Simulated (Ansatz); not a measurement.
Runs of Ansatz 0.2.0 on Cs. Symmetry: Fm-3m, No. 225, cubic system. Conventional cell: a = 7.897 Å, b = 7.897 Å, c = 7.897 Å, α = 90.00°, β = 90.00°, γ = 90.00°. This isn't the form of Cs at room conditions, which is bcc.

```tsv
level	gap on the mesh (eV)	pressure (GPa)	relaxed volume (Å³/atom)
PBE	none	0.0	118.47
PBE+D3(BJ)	none	0.0	112.10
PBE+D3(BJ)-ATM	none	0.0	(a)
PBE+D4	none	0.0	112.83
```

Alike in all rows: task relaxation of cell and atoms; potentials or basis Ansatz PAW; no spin polarisation; cell relaxed; k mesh 6 × 6 × 6; cutoff (eV) 420; smearing fermi-dirac 0.05 eV.

Q: Estimate the missing entries.

A: (a) 112.35.

Caveats: the plane-wave basis is chosen anew once the cell has moved, so the energies of steps on either side of that aren't comparable; pairwise dispersion overbinds metals, which lowers pressure and volume (some runs).

A k mesh can miss the band edges, and the runs leave out spin-orbit coupling on Cs.

A gap of «none» marks a metal or a gap under the smearing width.
